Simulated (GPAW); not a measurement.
# Au (Fm-3m) in GPAW: further runs, part 2 of 2

GPAW 26.7.0.

**3. Band structure, PBEsol, spin-orbit coupling, no magnetisation**

The input, run.py:

```python
import numpy as np
from ase.dft.bandgap import bandgap
from ase.io import read, write
from ase.units import GPa
from gpaw import GPAW, PW, setup_paths
from gpaw.spinorbit import soc_eigenstates

setup_paths.insert(0, '.')

atoms = read('Au.xyz')

calc = GPAW(mode=PW(600),
            xc='PBEsol',
            kpts={'size': (11, 11, 11), 'gamma': True},
            occupations={'name': 'fermi-dirac', 'width': 0.05},
            nbands=14,
            convergence={'density': 1e-05, 'energy': 1e-05},
            maxiter=150,
            txt='gpaw.txt')
atoms.calc = calc
energy = atoms.get_potential_energy()
forces = atoms.get_forces()
stress = atoms.get_stress()
calc.write('gs.gpw')
write('result.traj', atoms)
print(f'Energy: {energy:.6f} eV')
print('Forces (eV/A):')
print(forces.round(4))
print('Stress (GPa):', (stress / GPa).round(3))
print('Fermi level:', round(calc.get_fermi_level(), 4), 'eV')
print(f'Gap: {bandgap(calc)[0]:.4f} eV, direct: {bandgap(calc, direct=True)[0]:.4f} eV')

path = atoms.cell.bandpath('GXWKGLUWLK,UX', npoints=100, eps=1e-4)
bs_calc = calc.fixed_density(kpts=path, symmetry='off', nbands=21,
                             convergence={'bands': 'CBM+6.0', 'eigenstates': 1e-6}, txt='bands.txt')
bs = bs_calc.band_structure()
bs.write('bs.json')
print(f'Gap on the path: {bandgap(bs_calc)[0]:.4f} eV')

soc = soc_eigenstates(bs_calc, theta=90, phi=45)
np.savetxt('soc_bands.dat', soc.eigenvalues(), fmt='%.4f')
mesh = soc_eigenstates('gs.gpw', theta=90, phi=45)
np.savetxt('soc_mesh.dat', mesh.eigenvalues(), fmt='%.4f')
print('Fermi level with spin-orbit coupling:', round(mesh.fermi_level, 4), 'eV')
```

The input, Au.xyz:

```xyz
1
Lattice="0.0000000000 2.0350000000 2.0350000000 2.0350000000 0.0000000000 2.0350000000 2.0350000000 2.0350000000 0.0000000000" Properties=species:S:1:pos:R:3 pbc="T T T"
Au     0.0000000000      0.0000000000      0.0000000000
```

Potentials or basis: PAW data sets generated in the run's folder for this functional, pw.

Started as:

```sh
gpaw-setup -f PBEsol Au
OMP_NUM_THREADS=1 python run.py
```

gpaw.txt:

```text
__  _  _
 | _ |_)|_||  |
 |__||  | ||/\| - 26.7.0

Input parameters:
  mode=PW(ecut=600.0),
  convergence={'density': 1e-05, 'energy': 1e-05},
  kpts=MonkhorstPack(size=(11, 11, 11), gamma=True),
  maxiter=150,
  nbands=14,
  occupations=Occupations(name='fermi-dirac', width=0.05),
  xc=XC(name='PBEsol')

Diagonalizing LCAO Hamiltonian
Converting LCAO to pw mode

       Au

Atoms  # Å, Bohr magnetons
|   | symbol |        x |        y |        z |    initial magnetic moments |
|---|--------|----------|----------|----------|-----------------------------|
| 0 |     Au | 0.000000 | 0.000000 | 0.000000 | ( 0.0000,  0.0000,  0.0000) |

Unit cell  # Å
| periodic |        x |        y |        z |  lengths |    angles |
|----------|----------|----------|----------|----------|-----------|
|      yes | 0.000000 | 2.035000 | 2.035000 | 2.877925 | 60.000000 |
|      yes | 2.035000 | 0.000000 | 2.035000 | 2.877925 | 60.000000 |
|      yes | 2.035000 | 2.035000 | 0.000000 | 2.877925 | 60.000000 |

Number of symmetries: 48
Symmetry operations  # r_c * U_cc + t_c -> r_c
|    | kind |            matrix            |
|----|------|------------------------------|
|  0 |  σ   |  1, 0, 0,  1, 0,-1,  1,-1, 0 |
|  1 |  C2  |  1, 0, 0,  1,-1, 0,  1, 0,-1 |
|  2 |  E   |  1, 0, 0,  0, 1, 0,  0, 0, 1 |
|  3 |  σ   |  1, 0, 0,  0, 0, 1,  0, 1, 0 |
|  4 |  C4  |  1, 0,-1,  1, 0, 0,  1,-1, 0 |
|  5 |  S6  |  1, 0,-1,  1,-1, 0,  1, 0, 0 |
|  6 |  σ   |  1, 0,-1,  0, 1,-1,  0, 0,-1 |
|  7 |  C3  |  1, 0,-1,  0, 0,-1,  0, 1,-1 |
|  8 |  S6  |  1,-1, 0,  1, 0, 0,  1, 0,-1 |
|  9 |  C4  |  1,-1, 0,  1, 0,-1,  1, 0, 0 |
| 10 |  C3  |  1,-1, 0,  0,-1, 1,  0,-1, 0 |
| 11 |  σ   |  1,-1, 0,  0,-1, 0,  0,-1, 1 |
| 12 |  σ   |  0, 1, 0,  1, 0, 0,  0, 0, 1 |
| 13 |  C4  |  0, 1, 0,  0, 1,-1, -1, 1, 0 |
| 14 |  C3  |  0, 1, 0,  0, 0, 1,  1, 0, 0 |
| 15 |  S6  |  0, 1, 0, -1, 1, 0,  0, 1,-1 |
| 16 |  C2  |  0, 1,-1,  1, 0,-1,  0, 0,-1 |
| 17 |  σ   |  0, 1,-1,  0, 1, 0, -1, 1, 0 |
| 18 |  S4  |  0, 1,-1,  0, 0,-1,  1, 0,-1 |
| 19 |  C4  |  0, 1,-1, -1, 1, 0,  0, 1, 0 |
| 20 |  C3  |  0, 0, 1,  1, 0, 0,  0, 1, 0 |
| 21 |  σ   |  0, 0, 1,  0, 1, 0,  1, 0, 0 |
| 22 |  S6  |  0, 0, 1,  0,-1, 1, -1, 0, 1 |
| 23 |  C4  |  0, 0, 1, -1, 0, 1,  0,-1, 1 |
| 24 |  S4  |  0, 0,-1,  1, 0,-1,  0, 1,-1 |
| 25 |  C3  |  0, 0,-1,  0, 1,-1,  1, 0,-1 |
| 26 |  C2  |  0, 0,-1,  0,-1, 0, -1, 0, 0 |
| 27 |  S6  |  0, 0,-1, -1, 0, 0,  0,-1, 0 |
| 28 |  S4  |  0,-1, 1,  1,-1, 0,  0,-1, 0 |
| 29 |  C4  |  0,-1, 1,  0, 0, 1, -1, 0, 1 |
| 30 |  C2  |  0,-1, 1,  0,-1, 0,  1,-1, 0 |
| 31 |  σ   |  0,-1, 1, -1, 0, 1,  0, 0, 1 |
| 32 |  C3  |  0,-1, 0,  1,-1, 0,  0,-1, 1 |
| 33 |  S6  |  0,-1, 0,  0, 0,-1, -1, 0, 0 |
| 34 |  S4  |  0,-1, 0,  0,-1, 1,  1,-1, 0 |
| 35 |  C2  |  0,-1, 0, -1, 0, 0,  0, 0,-1 |
| 36 |  C2  | -1, 1, 0,  0, 1, 0,  0, 1,-1 |
| 37 |  S6  | -1, 1, 0,  0, 1,-1,  0, 1, 0 |
| 38 |  S4  | -1, 1, 0, -1, 0, 1, -1, 0, 0 |
| 39 |  C3  | -1, 1, 0, -1, 0, 0, -1, 0, 1 |
| 40 |  S6  | -1, 0, 1,  0, 0, 1,  0,-1, 1 |
| 41 |  C2  | -1, 0, 1,  0,-1, 1,  0, 0, 1 |
| 42 |  C3  | -1, 0, 1, -1, 1, 0, -1, 0, 0 |
| 43 |  S4  | -1, 0, 1, -1, 0, 0, -1, 1, 0 |
| 44 |  C2  | -1, 0, 0,  0, 0,-1,  0,-1, 0 |
| 45 |  i   | -1, 0, 0,  0,-1, 0,  0, 0,-1 |
| 46 |  σ   | -1, 0, 0, -1, 1, 0, -1, 0, 1 |
| 47 |  C2  | -1, 0, 0, -1, 0, 1, -1, 1, 0 |

BZ-sampling:
  Number of BZ points: 1331
  Number of IBZ points: 56

  Monkhorst-Pack size: [11, 11, 11]
  Monkhorst-Pack shift: [0, 0, 0]

K-points  # in reciprocal-cell coordinates
|     |                                coordinates |     weight |
|-----|--------------------------------------------|------------|
|   0 | (  0.00000000,   0.00000000,   0.00000000) | 0.00075131 |
|   1 | (  0.09090909,   0.09090909,   0.00000000) | 0.00450789 |
|   2 | (  0.09090909,   0.09090909,   0.09090909) | 0.00601052 |
|   3 | (  0.18181818,   0.09090909,   0.09090909) | 0.00901578 |
|   4 | (  0.18181818,   0.18181818,   0.00000000) | 0.00450789 |
|   5 | (  0.18181818,   0.18181818,   0.09090909) | 0.01803156 |
|   6 | (  0.18181818,   0.18181818,   0.18181818) | 0.00601052 |
|   7 | (  0.27272727,   0.18181818,   0.09090909) | 0.01803156 |
|   8 | (  0.27272727,   0.18181818,   0.18181818) | 0.01803156 |
|   9 | (  0.27272727,   0.27272727,   0.00000000) | 0.00450789 |
| ... |                                            |            |
|  55 | (  0.45454545,   0.45454545,   0.45454545) | 0.00601052 |

Plane wave coefficients: 572
Cutoff: 600.0 eV

Spin-components: 1 (collinear spins)
Bands:           14
Projectors:      6
Spin-degeneracy: 2
Datatype:        complex128

Parallelization:
  kpt:    1
  domain: 1
  band:   1

Density:
  Valence electrons: 11.0
  Components: 1
  Grid points: [18 18 18]
  Charge: 0.0  # |e|

Potential:
  Grid points: [18 18 18]

species:
  Au:
    name:    Gold
    Z:       79.0
    valence: 11
    core:    68
    charge:  0.0  # [|e|]
    compensation charges:
      type: gauss
      rc: 0.42  # [Å]
      lmax: 2
    cutoffs:
      filter: 2.33  # [Å]
      core: 2.81  # [Å]
    projectors
    | kind |    occ | energy [eV] | rcut [Å] |
    |------|--------|-------------|----------|
    |   6s |  1.000 |      -5.766 |    1.323 |
    |   6p |  0.000 |      -0.708 |    1.323 |
    |   5d | 10.000 |      -6.915 |    1.323 |
    |    s |        |      21.446 |    1.323 |
    |    p |        |      26.504 |    1.323 |
    |    d |        |      20.296 |    1.323 |

    Using partial waves for Au as LCAO basis

Reference energy: -516455.655722  # eV

eigensolver:
  PPCG
  Converge bands: occupied
  niter=2

density mixing:
  MSR1-Mixer
  Pratt-step length: 0.05
  Maximum mixing coefficient: 0.75
  Old densities: 10
  SVD Regularization: 0.005
  Good broyden scale: 1.0
  Trust region scale: 1.0
  Backstep threshold: 4.0
  History deletion threshold: 6.0
  Fourier metric: weight=20.0, sigma=0.015

occupation numbers:
  Fermi-Dirac:
    width: 0.0500  # eV

poisson solver:
  ecut: 4800.0  # eV

xc functional:
  name: PBEsol with 2 nearest neighbor stencil

convergence criteria:
- Maximum integral of absolute [dens]ity change: 1e-05 electrons / valence electron
- Maximum [total energy] change in last 3 cyles: 1e-05 eV / valence electron
- Maximum integral of absolute [eigenst]ate change: 4e-08 eV^2 / valence electron
maximum number of iterations: 150

SCF iterations
|iter     | |      energy | eigst |  dens |
|---------|-|-------------|-------|-------|
|iter:   1| |   -4.168701 | -0.43 |       |
|iter:   2| |   -4.099863 | -2.88 | -1.07 |
|iter:   3| |   -3.840014 | -2.19 | -1.11 |
|iter:   4| |   -3.837167 | -4.28 | -2.06 |
|iter:   5| |   -3.836199 | -4.28 | -2.35 |
|iter:   6| |   -3.836198 | -7.62c| -3.82 |
|iter:   7| |   -3.836197c| -7.46c| -4.15 |
|iter:   8| |   -3.836197c| -9.01c| -5.28c|

Converged in 8 steps
Energy contributions relative to reference atoms: (reference = -516455.655722)

Energy contributions:
  Kinetic:          -8.268531
  Coulomb:           6.919467
  Zero:              0.153763
  External:          0.000000
  Xc:               -2.640069
  Entropy:          -0.001654
  Spinorbit:         0.000000
  ----------------------------
  Free energy:      -3.837024
  Extrapolated:     -3.836197

dipole moment: (-13.941938, -13.941938, -13.941938)  # |e|*Ang

Fermi level: 9.964
Eigenvalues  # (at kpt = [0.000, 0.000, 0.000])
| band index |      eig [eV] | occ [0-2] |
|------------|---------------|-----------|
|          0 |        -0.057 |     2.000 |
|          1 |         5.220 |     2.000 |
|          2 |         5.220 |     2.000 |
|          3 |         5.220 |     2.000 |
|          4 |         6.774 |     2.000 |
|          5 |         6.774 |     2.000 |
|          6 |        25.779 |     0.000 |
|          7 |        29.603 |     0.000 |
|          8 |        29.603 |     0.000 |
|          9 |        29.603 |     0.000 |
|         10 |        33.575 |     0.000 |
|         11 |        38.016 |     0.000 |
|         12 |        38.016 |     0.000 |
|         13 |        38.016 |     0.000 |

No gap
No difference between direct/indirect transitions

Forces  # eV/Ang
|        x |       y |       z |
|----------|---------|---------|
| -0.00000 | 0.00000 | 0.00000 |  # Au   0

Stress tensor  # eV/Ang^3
|         x |         y |         z |
|-----------|-----------|-----------|
| -0.029118 | -0.000000 | -0.000000 |
| -0.000000 | -0.029118 | -0.000000 |
| -0.000000 | -0.000000 | -0.029118 |

# Writing to gs.gpw (mode='')
```

It took 30 s on 1 thread of Arm Neoverse V1, shared host; peak memory 0.23 GiB.

What came out:

| Quantity | Value |
| --- | --- |
| Free energy | -3.8370 eV |
| Pressure | 4.7 GPa |
| Band gap along the path | none (metal or under the smearing width) |

Levels at the corners of the path, in eV from the Fermi level:
```
point  band 7  band 8  band 9  band 10  band 11  band 12  band 13  band 14
    Γ   -4.17   -4.17   -2.93    -2.93    -2.93    -2.93    15.77    15.77
    X   -2.06   -2.06   -0.95    -0.95     0.58     0.58     5.89     5.89
    W   -3.18   -3.18   -1.57    -1.57     4.84     4.84     5.30     5.30
    K   -2.96   -2.96   -1.87    -1.87     3.75     3.75     4.63     4.63
    Γ   -4.17   -4.17   -2.93    -2.93    -2.93    -2.93    15.77    15.77
    L   -2.32   -2.32   -1.55    -1.55    -1.32    -1.32     3.20     3.20
    U   -2.96   -2.96   -1.87    -1.87     3.75     3.75     4.63     4.63
    W   -3.18   -3.18   -1.57    -1.57     4.84     4.84     5.30     5.30
    L   -2.32   -2.32   -1.55    -1.55    -1.32    -1.32     3.20     3.20
    K   -2.96   -2.96   -1.87    -1.87     3.75     3.75     4.63     4.63
    U   -2.96   -2.96   -1.87    -1.87     3.75     3.75     4.63     4.63
    X   -2.06   -2.06   -0.95    -0.95     0.58     0.58     5.89     5.89
```

Caveat: with this Au data set, volumes or pressures lay over 1.5 % or 2 GPa off other programs in two to four cells of ten; spin-orbit coupling was added after a scalar SCF, so levels and gaps hold it while energy, forces, pressure and moments don't; this program's spin-orbit splittings come out too wide for heavy elements.

**4. Equation of state, revPBE+D3**

The input, run.py:

```python
from ase.calculators.mixing import SumCalculator
from ase.eos import EquationOfState
from ase.io import Trajectory, read
from ase.units import GPa
from dftd3.ase import DFTD3
from gpaw import GPAW, PW

atoms = read('Au.xyz')

traj = Trajectory('eos.traj', 'w')
volumes, energies = [], []
for x in [0.94, 0.96, 0.98, 1.0, 1.02, 1.04, 1.06]:
    a = atoms.copy()
    a.set_cell(atoms.cell * x**(1 / 3), scale_atoms=True)
    calc = GPAW(mode=PW(600),
                xc='revPBE',
                kpts={'size': (11, 11, 11), 'gamma': True},
                occupations={'name': 'fermi-dirac', 'width': 0.05},
                nbands=14,
                convergence={'density': 1e-05, 'energy': 1e-05},
                maxiter=150,
                txt=f'eos-{x:.2f}.txt')
    a.calc = SumCalculator([calc, DFTD3(method='revpbe', damping='d3zero')])
    energies.append(a.get_potential_energy())
    volumes.append(a.get_volume())
    p = -a.get_stress()[:3].mean() / GPa
    calc.write(f'eos-{x:.2f}.gpw')
    traj.write(a)
    print(f'{x:.2f} {volumes[-1]:10.4f} A^3 {energies[-1]:14.6f} eV {p:9.3f} GPa', flush=True)

v0, e0, B = EquationOfState(volumes, energies, eos='birchmurnaghan').fit()
print(f'V0 = {v0:.4f} A^3, E0 = {e0:.6f} eV, B0 = {B / GPa:.2f} GPa')
```

Au.xyz is that of step 3.

Potentials or basis: the program's PAW data sets (release 1.2.1) made for this functional, pw.

Started as:

```sh
OMP_NUM_THREADS=1 python run.py
```

What it wrote:

```text
__  _  _
 | _ |_)|_||  |
 |__||  | ||/\| - 26.7.0

Input parameters:
  mode=PW(ecut=600.0),
  convergence={'density': 1e-05, 'energy': 1e-05},
  kpts=MonkhorstPack(size=(11, 11, 11), gamma=True),
  maxiter=150,
  nbands=14,
  occupations=Occupations(name='fermi-dirac', width=0.05),
  xc=XC(name='revPBE')

Diagonalizing LCAO Hamiltonian
Converting LCAO to pw mode

       Au

Atoms  # Å, Bohr magnetons
|   | symbol |        x |        y |        z |    initial magnetic moments |
|---|--------|----------|----------|----------|-----------------------------|
| 0 |     Au | 0.000000 | 0.000000 | 0.000000 | ( 0.0000,  0.0000,  0.0000) |

Unit cell  # Å
| periodic |        x |        y |        z |  lengths |    angles |
|----------|----------|----------|----------|----------|-----------|
|      yes | 0.000000 | 1.993458 | 1.993458 | 2.819175 | 60.000000 |
|      yes | 1.993458 | 0.000000 | 1.993458 | 2.819175 | 60.000000 |
|      yes | 1.993458 | 1.993458 | 0.000000 | 2.819175 | 60.000000 |

Number of symmetries: 48
Symmetry operations  # r_c * U_cc + t_c -> r_c
|    | kind |            matrix            |
|----|------|------------------------------|
|  0 |  σ   |  1, 0, 0,  1, 0,-1,  1,-1, 0 |
|  1 |  C2  |  1, 0, 0,  1,-1, 0,  1, 0,-1 |
|  2 |  E   |  1, 0, 0,  0, 1, 0,  0, 0, 1 |
|  3 |  σ   |  1, 0, 0,  0, 0, 1,  0, 1, 0 |
|  4 |  C4  |  1, 0,-1,  1, 0, 0,  1,-1, 0 |
|  5 |  S6  |  1, 0,-1,  1,-1, 0,  1, 0, 0 |
|  6 |  σ   |  1, 0,-1,  0, 1,-1,  0, 0,-1 |
|  7 |  C3  |  1, 0,-1,  0, 0,-1,  0, 1,-1 |
|  8 |  S6  |  1,-1, 0,  1, 0, 0,  1, 0,-1 |
|  9 |  C4  |  1,-1, 0,  1, 0,-1,  1, 0, 0 |
| 10 |  C3  |  1,-1, 0,  0,-1, 1,  0,-1, 0 |
| 11 |  σ   |  1,-1, 0,  0,-1, 0,  0,-1, 1 |
| 12 |  σ   |  0, 1, 0,  1, 0, 0,  0, 0, 1 |
| 13 |  C4  |  0, 1, 0,  0, 1,-1, -1, 1, 0 |
| 14 |  C3  |  0, 1, 0,  0, 0, 1,  1, 0, 0 |
| 15 |  S6  |  0, 1, 0, -1, 1, 0,  0, 1,-1 |
| 16 |  C2  |  0, 1,-1,  1, 0,-1,  0, 0,-1 |
| 17 |  σ   |  0, 1,-1,  0, 1, 0, -1, 1, 0 |
| 18 |  S4  |  0, 1,-1,  0, 0,-1,  1, 0,-1 |
| 19 |  C4  |  0, 1,-1, -1, 1, 0,  0, 1, 0 |
| 20 |  C3  |  0, 0, 1,  1, 0, 0,  0, 1, 0 |
| 21 |  σ   |  0, 0, 1,  0, 1, 0,  1, 0, 0 |
| 22 |  S6  |  0, 0, 1,  0,-1, 1, -1, 0, 1 |
| 23 |  C4  |  0, 0, 1, -1, 0, 1,  0,-1, 1 |
| 24 |  S4  |  0, 0,-1,  1, 0,-1,  0, 1,-1 |
| 25 |  C3  |  0, 0,-1,  0, 1,-1,  1, 0,-1 |
| 26 |  C2  |  0, 0,-1,  0,-1, 0, -1, 0, 0 |
| 27 |  S6  |  0, 0,-1, -1, 0, 0,  0,-1, 0 |
| 28 |  S4  |  0,-1, 1,  1,-1, 0,  0,-1, 0 |
| 29 |  C4  |  0,-1, 1,  0, 0, 1, -1, 0, 1 |
| 30 |  C2  |  0,-1, 1,  0,-1, 0,  1,-1, 0 |
| 31 |  σ   |  0,-1, 1, -1, 0, 1,  0, 0, 1 |
| 32 |  C3  |  0,-1, 0,  1,-1, 0,  0,-1, 1 |
| 33 |  S6  |  0,-1, 0,  0, 0,-1, -1, 0, 0 |
| 34 |  S4  |  0,-1, 0,  0,-1, 1,  1,-1, 0 |
| 35 |  C2  |  0,-1, 0, -1, 0, 0,  0, 0,-1 |
| 36 |  C2  | -1, 1, 0,  0, 1, 0,  0, 1,-1 |
| 37 |  S6  | -1, 1, 0,  0, 1,-1,  0, 1, 0 |
[... 77 lines left out ...]
    |    s |        |      21.593 |    1.323 |
    |    p |        |      26.461 |    1.323 |
    |    d |        |      20.390 |    1.323 |

    Using partial waves for Au as LCAO basis

Reference energy: -516608.788256  # eV

eigensolver:
  PPCG
  Converge bands: occupied
  niter=2

density mixing:
  MSR1-Mixer
  Pratt-step length: 0.05
  Maximum mixing coefficient: 0.75
  Old densities: 10
  SVD Regularization: 0.005
  Good broyden scale: 1.0
  Trust region scale: 1.0
  Backstep threshold: 4.0
  History deletion threshold: 6.0
  Fourier metric: weight=20.0, sigma=0.015

occupation numbers:
  Fermi-Dirac:
    width: 0.0500  # eV

poisson solver:
  ecut: 4800.0  # eV

xc functional:
  name: revPBE with 2 nearest neighbor stencil

convergence criteria:
- Maximum integral of absolute [dens]ity change: 1e-05 electrons / valence electron
- Maximum [total energy] change in last 3 cyles: 1e-05 eV / valence electron
- Maximum integral of absolute [eigenst]ate change: 4e-08 eV^2 / valence electron
maximum number of iterations: 150

SCF iterations
|iter     | |      energy | eigst |  dens |
|---------|-|-------------|-------|-------|
|iter:   1| |   -2.732787 | -0.34 |       |
|iter:   2| |   -2.681554 | -2.78 | -1.11 |
|iter:   3| |   -2.473590 | -2.34 | -1.15 |
|iter:   4| |   -2.471198 | -4.15 | -2.07 |
|iter:   5| |   -2.470450 | -4.00 | -2.37 |
|iter:   6| |   -2.470444 | -6.81 | -3.69 |
|iter:   7| |   -2.470442c| -7.25 | -3.98 |
|iter:   8| |   -2.470442c| -8.94c| -5.25c|

Converged in 8 steps
Energy contributions relative to reference atoms: (reference = -516608.788256)

Energy contributions:
  Kinetic:           3.307586
  Coulomb:          -3.313721
  Zero:              0.164220
  External:          0.000000
  Xc:               -2.627306
  Entropy:          -0.002443
  Spinorbit:         0.000000
  ----------------------------
  Free energy:      -2.471664
  Extrapolated:     -2.470442

dipole moment: (-13.619312, -13.619312, -13.619312)  # |e|*Ang

Fermi level: 11.323
Eigenvalues  # (at kpt = [0.000, 0.000, 0.000])
| band index |      eig [eV] | occ [0-2] |
|------------|---------------|-----------|
|          0 |         0.722 |     2.000 |
|          1 |         6.220 |     2.000 |
|          2 |         6.220 |     2.000 |
|          3 |         6.220 |     2.000 |
|          4 |         7.928 |     2.000 |
|          5 |         7.928 |     2.000 |
|          6 |        27.039 |     0.000 |
|          7 |        31.323 |     0.000 |
|          8 |        31.323 |     0.000 |
|          9 |        31.323 |     0.000 |
|         10 |        35.434 |     0.000 |
|         11 |        40.599 |     0.000 |
|         12 |        40.599 |     0.000 |
|         13 |        40.599 |     0.000 |

No gap
No difference between direct/indirect transitions

Stress tensor  # eV/Ang^3
|         x |         y |         z |
|-----------|-----------|-----------|
| -0.198708 | -0.000000 |  0.000000 |
| -0.000000 | -0.198708 |  0.000000 |
|  0.000000 |  0.000000 | -0.198708 |

# Writing to eos-0.94.gpw (mode='')
```

stdout:

```text
0.94    15.8435 A^3      -3.667301 eV    19.550 GPa
0.96    16.1806 A^3      -3.703679 eV    14.770 GPa
0.98    16.5177 A^3      -3.730574 eV    10.631 GPa
1.00    16.8548 A^3      -3.749343 eV     7.048 GPa
1.02    17.1919 A^3      -3.761077 eV     3.955 GPa
1.04    17.5290 A^3      -3.766729 eV     1.289 GPa
1.06    17.8661 A^3      -3.767146 eV    -1.008 GPa
V0 = 17.7253 A^3, E0 = -3.767557 eV, B0 = 119.25 GPa
```

Wall time 72 s (1 thread of Arm Neoverse V1, shared host); peak memory 0.19 GiB.

What came out:

| Property | Result |
| --- | --- |
| Equilibrium volume | 17.72 Å³/atom |
| Bulk modulus | 119 GPa |
| Pressure derivative of the bulk modulus | 7.1 |

Energy against volume, from the lowest point:
```csv
volume (Å³/atom),energy (meV/atom)
15.843,99.09
16.181,62.88
16.518,36.15
16.855,17.52
17.192,5.91
17.529,0.35
17.866,0.00
```

Caveat: with this Au data set, volumes or pressures lay over 1.5 % or 2 GPa off other programs in two to four cells of ten. Spin-orbit coupling is left out, which matters for the levels of Au.

**5. How close it comes**

Step 4. Against the measured bulk modulus of Au, 167 GPa (quoted in “Exploring toroidal anvil profiles for larger sample volumes above 4 Mbar”, 2024, pmc:11102561), the calculated 119 GPa is off by -28.9 %. The fit is for a static lattice scaled at fixed shape and fixed fractional positions.
